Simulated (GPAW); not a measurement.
The system is YN.

```xyz
2
Lattice="0.0000 2.4385 2.4385 2.4385 0.0000 2.4385 2.4385 2.4385 0.0000" Properties=species:S:1:pos:R:3 pbc="T T T"
Y     0.0000    0.0000    0.0000
N     2.4385    2.4385    2.4385
```

Base run:

```yaml
Program: GPAW 26.7.0
Functional: PBEsol
Potentials_or_basis: PAW data sets generated in the run's folder for this functional
Cutoff: 800 eV
Basis: pw
k_mesh: 9 × 9 × 9
Occupations: fermi-dirac, width 0.05 eV
Spin: no spin polarisation
Hubbard_terms: Y d U = 3 eV
```

Its results: band gap on the k mesh 0.73 eV, indirect (least direct gap 1.18 eV); pressure 5.3 GPa.

Problem. After a change of settings the same cell gave: band gap on the k mesh 1.29 eV, indirect (least direct gap 1.77 eV); pressure 13.8 GPa. Which change was it?
A. hubbard terms from Y d U = 3 eV to Y d U = 6 eV
B. hubbard terms from Y d U = 3 eV to Y d U = 4 eV
C. hubbard terms from Y d U = 3 eV to none

Solution. A.
